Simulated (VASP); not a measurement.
# Si2Mo: relaxation of the atoms with PBEsol

Slab: Si2Mo, a slab with vacuum.

```xyz
9
Lattice="3.2000 0.0000 0.0000 0.0000 3.2000 0.0000 0.0000 0.0000 25.4866" Properties=species:S:1:pos:R:3 pbc="T T T"
Si    0.0000    0.0000    7.5000
Si    0.0000    0.0000   10.1256
Si    1.6000    1.6000   11.4305
Si    1.6000    1.6000   14.0561
Si    0.0000    0.0000   15.3610
Si    0.0000    0.0000   17.9866
Mo    1.6000    1.6000    8.8128
Mo    0.0000    0.0000   12.7433
Mo    1.6000    1.6000   16.6738
```

* Program: VASP 6.6.1
* Task: relaxation of the atoms
* Functional: PBEsol
* Potentials or basis: VASP PAW PBE potentials, release 64 (Si, Mo_sv)
* Cutoff: 520 eV
* k mesh: 6 × 6 × 1
* Occupations: fermi-dirac, width 0.05 eV
* Spin: no spin polarisation
* Dipole correction: yes
* Atoms held fixed (from 0): [0, 6, 1, 2]
* Further INCAR settings: ALGO = Normal; EDIFF = 1e-06; IBRION = 2; EDIFFG = -0.01; NSW = 40

```yaml
Energy_gained_by_relaxing: 6.8 meV/atom
Ionic_steps: 11
Band_gap_on_the_k_mesh: none (metal or under the smearing width)
```

Step by step:
```tsv
step	energy change (eV)	largest force (eV/Å)	pressure (GPa)
1	0.0000	0.8861	-2.58
2	-0.0401	0.8950	-2.28
3	-0.0435	0.8982	-2.16
4	-0.0487	0.8947	-2.08
5	-0.0515	0.8885	-1.97
6	-0.0547	0.8953	-1.88
7	-0.0564	0.9051	-1.76
8	-0.0589	0.9066	-1.67
9	-0.0610	0.9097	-1.50
10	-0.0610	0.9096	-1.49
11	-0.0612	0.9108	-1.46
```

Final structure:
```yaml
crystal:
  lattice:
    - [3.20000, 0.00000, 0.00000]
    - [0.00000, 3.20000, 0.00000]
    - [0.00000, 0.00000, 25.48657]
  atoms:
    - { symbol: Si, position: [0.00000, 0.00000, 0.29427] }
    - { symbol: Si, position: [0.00000, 0.00000, 0.39729] }
    - { symbol: Si, position: [0.50000, 0.50000, 0.44849] }
    - { symbol: Si, position: [0.50000, 0.50000, 0.55053] }
    - { symbol: Si, position: [0.00000, 0.00000, 0.60169] }
    - { symbol: Si, position: [0.00000, 0.00000, 0.69992] }
    - { symbol: Mo, position: [0.50000, 0.50000, 0.34578] }
    - { symbol: Mo, position: [0.00000, 0.00000, 0.49950] }
    - { symbol: Mo, position: [0.50000, 0.50000, 0.65186] }
```

Levels at points of the mesh, in eV from the Fermi level:
```
           k point  band 30  band 31  band 32  band 33  band 34  band 35  band 36  band 37
(0.00, 0.00, 0.00)    -0.52     0.50     0.67     0.77     0.77     0.80     0.95     1.25
(0.50, 0.00, 0.00)    -1.77    -0.42    -0.26    -0.25    -0.07    -0.02     2.32     2.38
(0.50, 0.50, 0.00)    -1.87    -1.27    -1.27    -1.19     0.17     1.41     2.13     2.44
```

Wall time 6.4 min on 1 thread of Intel(R) Xeon(R) 6975P-C (Granite Rapids) (shared host), peak memory 0.37 GiB.

Caveat: the PAW data sets were made with another functional, which shifts forces and pressure a little.
